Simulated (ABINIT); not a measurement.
Runs of ABINIT 10.8.3 (patched build) on InAs. The structure is cubic, space group F-43m (No. 216). Conventional cell: a = 6.036 Å, b = 6.036 Å, c = 6.036 Å, α = 90.00°, β = 90.00°, γ = 90.00°. Around In (site symmetry -43m) lie 4 As at 2.61 Å. As (site symmetry -43m) is surrounded by 4 In at 2.61 Å. 

| task | level | potentials or basis | cell | cutoff (eV) | cell freedom (optcell) | optimiser (ionmov) | cutoff smearing ecutsm (Ha) | force stop (Ha/bohr) | fine-grid cutoff | gap on the mesh (eV) | pressure (GPa) | relaxed volume (Å³/atom) |
| --- | --- | --- | --- | --- | --- | --- | --- | --- | --- | --- | --- | --- |
| single point | PBEsol | PseudoDojo NC SR PBEsol v0.4.1 standard | as given | 1034 | - | - | - | - | - | none | (b) | - |
| single point | PBEsol | PseudoDojo NC SR PBEsol v0.4 stringent | as given | 1306 | - | - | - | - | - | none | 0.8 | - |
| relaxation of cell and atoms | LDA | JTH PAW LDA v2.0 | relaxed | 463 | 2 | 2 | 0.5 | 2e-05 | 925.187 eV | none | - | - |
| relaxation of cell and atoms | PBEsol | JTH PAW PBE v2.0 | relaxed | 599 | 2 | 2 | 0.5 | 2e-05 | 1197.3 eV | none | 0.0 | 28.26 |
| single point | LDA | PseudoDojo NC SR LDA v0.4.1 standard | cell relaxed | 1088 | - | - | - | - | - | none | -0.1 | - |
| single point | PBEsol | PseudoDojo NC SR PBEsol v0.4.1 standard | cell relaxed | 1143 | - | - | - | - | - | none | 0.0 | - |
| single point | LDA | PseudoDojo NC SR LDA v0.4.1 standard | as given | 925 | - | - | - | - | - | none | - | - |
| relaxation of cell and atoms | LDA | PseudoDojo NC SR LDA v0.4.1 standard | relaxed | 1088 | 2 | 2 | 0.5 | 2e-05 | - | none | 0.0 | (a) |
| relaxation of cell and atoms | PBEsol | PseudoDojo NC SR PBEsol v0.4.1 standard | relaxed | 1143 | 2 | 2 | 0.5 | 2e-05 | - | none | 0.0 | 28.28 |

Alike in all rows: no spin polarisation; k mesh 6 × 6 × 6; smearing fermi-dirac 0.05 eV.

Q: Fill in the values left out.

A: (a) 27.35; (b) 1.0.

Caveats: this crystal is a semiconductor, whose small gap the functional closes, so the metal is an error of the method; the PAW data sets were made with another functional, which shifts forces and pressure a little (some runs).

A k mesh can miss the band edges, and the runs leave out spin-orbit coupling on As, In.

A gap of «none» marks a metal or a gap under the smearing width.

The runs don't all hold the same shells in valence.

Runs at the PBE level aren't shown here.
